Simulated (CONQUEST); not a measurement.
Runs of CONQUEST 1.3 on KBr. It takes space group Fm-3m (No. 225, cubic). The conventional cell has a = 6.600 Å, b = 6.600 Å, c = 6.600 Å, α = 90.00°, β = 90.00°, γ = 90.00°. Br (site symmetry m-3m) has 6 K at 3.30 Å as nearest neighbours. K (site symmetry m-3m) has 6 Br at 3.30 Å as nearest neighbours. 

| task | level | potentials or basis | spin | cell | k mesh | smearing | optimiser | max steps of the ions | gap on the mesh (eV) | pressure (GPa) | moment (μB) |
| --- | --- | --- | --- | --- | --- | --- | --- | --- | --- | --- | --- |
| single point | B86bPBE | PseudoDojo NC PBE, DZP, grid cutoff 100 Ha | collinear, ferrimagnetic start | as given | 4 × 4 × 3 | methfessel-paxton of order 1 0.05 eV | - | - | 4.56 | 0.9 | 0.00 |
| relaxation of the atoms | revPBE | PseudoDojo NC LDA, DZP, grid cutoff 120 Ha | off | atoms relaxed from: atoms moved at random, drawn with an rms of 0.02 Å | 4 × 4 × 3 | fermi-dirac 0.05 eV | sqnm | 30 | 4.83 | 1.7 | - |
| single point | LDA-VWN | PseudoDojo NC LDA, DZP, grid cutoff 120 Ha | collinear, antiferromagnetic start | as given | 5 × 5 × 4 | fermi-dirac 0.1 eV | - | - | (b) | (a) | 0.00 |
| band structure | B86bPBE | PseudoDojo NC PBE, DZP, grid cutoff 100 Ha | collinear, ferrimagnetic start | as given | 4 × 4 × 3 | methfessel-paxton of order 1 0.05 eV | - | - | - | - | 0.00 |
| density of states | LDA-VWN | PseudoDojo NC LDA, DZP, grid cutoff 100 Ha | off | volume scaled by 0.8 | 5 × 5 × 3 | fermi-dirac 0.027 eV | - | - | 4.90 | - | - |

Q: Estimate the missing entries.

A: (a) -1.6; (b) 4.16.

Caveats: the basis of atomic orbitals isn't converged, which shifts pressures, moduli and gaps; the potentials were made for another functional, which shifts forces and pressure (some runs); an odd mesh through Γ misses points on the zone boundary, where band edges often lie (some runs); the box holds several primitive cells, so bands are folded and the points are those of the box's own zone (some runs); the relaxation stopped at its first step, so nothing moved (some runs).

A k mesh can miss the band edges, and the runs leave out spin-orbit coupling on Br.

Runs at the PBE level aren't shown here.
